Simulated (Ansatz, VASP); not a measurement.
## V: VASP beside Ansatz

```
V
1.0
     4.56863    0.00000    0.00000
    -2.28431    3.95655    0.00000
     0.00000    0.00000    2.43255
V
3
Direct
  0.00000 0.00000 0.00000
  0.33333 0.66667 0.50000
  0.66667 0.33333 0.50000
```

Alike in both runs: task single point; functional BLYP; k mesh 9 × 9 × 15; occupations fermi-dirac, width 0.1 eV; no spin polarisation.

|  | VASP | Ansatz |
| --- | --- | --- |
| version | VASP 6.6.1 | Ansatz 0.2.0 |
| potentials or method | VASP PAW PBE potentials, release 64 (V_sv) | plane waves (420 eV) with PAW, scalar-relativistic |
| plane-wave cutoff (eV) | 520 | 420 |
| valence electrons in the cell | 39 | 39 |

Ansatz gave:

```
pressure (GPa)                                  : -5.9
largest component of the traceless stress (GPa) : 0.20
```

Question: Estimate VASP's values.

Answer: Pressure (GPa): -5.6; largest component of the traceless stress (GPa): 0.32.

The functional is the same, so the differences come from potentials, cutoffs and numerics.

Caveats: the PAW data sets were made with another functional, which shifts forces and pressure a little (VASP).
